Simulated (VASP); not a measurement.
Wanted: the native input for a VASP 6.6.1 run.

* Task: relaxation of cell and atoms
* Functional: PBE
* Potentials or basis: VASP PAW PBE potentials, release 64 (Cl)
* Cutoff: 600 eV
* k mesh: 8 × 8 × 4
* Occupations: gaussian, width 0.03 eV
* Spin: no spin polarisation
* Target pressure: 1.15 GPa
* Further INCAR settings: ALGO = Normal; EDIFF = 1e-07; IBRION = 2; EDIFFG = -0.005; NSW = 90; ISIF = 3
* Target pressure: 1.15 GPa

The structure of Cl lies in POSCAR:

```
Cl                                      
1.0
    3.2992140235     -2.0425490496      0.0000000000
    3.2992140235      2.0425490496     -0.0000000000
    0.0000000000     -0.0000000000      8.0904441413
  Cl            
     4
Direct
     0.8764434210503987    0.1235565789496011    0.1081079083499070
     0.6235565789496013    0.3764434210503987    0.6081079083499071
     0.1235565789496011    0.8764434210503987    0.8918920916500929
     0.3764434210503987    0.6235565789496014    0.3918920916500929
```

The cell was built by a generator and needn't be a form met in nature.

These files were run (other wordings do the same):

INCAR

```
PREC     = Accurate       # precision mode
ENCUT    = 600            # plane-wave cutoff, eV
EDIFF    = 1E-7           # SCF threshold, eV
ISMEAR   = 0              # smearing method
SIGMA    = 0.03           # smearing width, eV
LREAL    = False          # projectors in reciprocal space
LASPH    = True           # aspherical terms in the spheres
NELM     = 80             # most SCF steps
ALGO     = Normal         # electronic algorithm
ISIF     = 3              # what is computed and relaxed
LWAVE    = False          # write WAVECAR
LCHARG   = False          # write CHGCAR
GGA      = PE             # functional
IBRION   = 2              # ionic algorithm
NSW      = 90             # ionic steps
EDIFFG   = -0.005         # ionic threshold
PSTRESS  = 11.5
```

KPOINTS

```
Automatic mesh
0
Gamma
  8 8 4
```

Potentials or basis: VASP PAW PBE potentials, release 64 (Cl).

Run with:

```sh
$ cat potpaw_PBE.64/Cl/POTCAR > POTCAR
$ mpirun -np 1 vasp_std > vasp.out
```

Results of the run:

The relaxed volume is 27.45 Å³/atom and the relaxed cell is a = 3.892 Å, b = 3.892 Å, c = 8.101 Å, α = 90.00°, β = 90.00°, γ = 63.47°. The space group after relaxing (to 0.05 Å) is Cmce (No. 64) and the energy change on relaxing (the enthalpy is what falls) is -1.4 meV/atom. The ionic steps are 8 and the pressure after relaxing is 1.2 GPa. The largest force after relaxing is 0.005 eV/Å and the band gap on the k mesh is 2.33 eV, direct.

Caveat: the cell is relaxed towards a set pressure, so the enthalpy falls and the energy may rise.

Run time: 8.1 min on 1 thread of AMD EPYC 7R13 Processor (Zen 3) (shared host), peak memory 0.28 GiB.
